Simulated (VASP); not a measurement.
Here is a VASP 6.6.1 calculation.

The input POSCAR:

```
MgS
1.0
    0.0000000000      2.8331200468      2.8331200468
    2.8331200468      0.0000000000      2.8331200468
    2.8331200468      2.8331200468      0.0000000000
S Mg
1 1
Direct
    0.2500000000      0.2500000000      0.2500000000
    0.0000000000      0.0000000000      0.0000000000
```

File INCAR.step1:

```
ALGO = Normal
EDIFF = 1E-5
ENCUT = 520
GGA = PE
ISIF = 2
ISMEAR = 0
KPAR = 4
LASPH = True
LCHARG = False
LREAL = False
LWAVE = True
NBANDS = 11
NELM = 100
PREC = Accurate
SIGMA = 0.02
```

INCAR.step2

```
ALGO = Normal
EDIFF = 1E-7
ENCUT = 520
GGA = PE
HFSCREEN = 0.3
ISIF = 2
ISMEAR = 0
ISTART = 1
KPAR = 4
LASPH = True
LCHARG = False
LHFCALC = True
LREAL = False
LWAVE = False
NBANDS = 11
NELM = 100
PREC = Accurate
PRECFOCK = Fast
SIGMA = 0.02
```

KPOINTS

```
k-points
0
Gamma
  6 6 6
```

KPOINTS_OPT

```
path GXWKGLUWLK,UX
12
line-mode
reciprocal
 0.0000000000  0.0000000000  0.0000000000  G
 0.5000000000  0.0000000000  0.5000000000  X

 0.5000000000  0.0000000000  0.5000000000  X
 0.5000000000  0.2500000000  0.7500000000  W

 0.5000000000  0.2500000000  0.7500000000  W
 0.3750000000  0.3750000000  0.7500000000  K

 0.3750000000  0.3750000000  0.7500000000  K
 0.0000000000  0.0000000000  0.0000000000  G

 0.0000000000  0.0000000000  0.0000000000  G
 0.5000000000  0.5000000000  0.5000000000  L

 0.5000000000  0.5000000000  0.5000000000  L
 0.6250000000  0.2500000000  0.6250000000  U

 0.6250000000  0.2500000000  0.6250000000  U
 0.5000000000  0.2500000000  0.7500000000  W

 0.5000000000  0.2500000000  0.7500000000  W
 0.5000000000  0.5000000000  0.5000000000  L

 0.5000000000  0.5000000000  0.5000000000  L
 0.3750000000  0.3750000000  0.7500000000  K

 0.6250000000  0.2500000000  0.6250000000  U
 0.5000000000  0.0000000000  0.5000000000  X
```

Potentials or basis: VASP PAW PBE potentials, release 64 (S, Mg).

Launch:

```sh
$ cat potpaw_PBE.64/S/POTCAR potpaw_PBE.64/Mg/POTCAR > POTCAR
$ cp INCAR.step1 INCAR
$ mpirun -np 4 vasp_std > vasp.out
$ cp INCAR.step2 INCAR
$ mpirun -np 4 vasp_std > vasp.out
```

(1) What does it give for the band gap along the path?

(2) Estimate the band gap on the k mesh.

(3) Predict the pressure.

## Answers

(1) 4.29 eV, direct.

(2) 4.29 eV, direct.

(3) -0.2 GPa.

Caveat: the PAW data sets were made with another functional, which shifts forces and pressure a little.
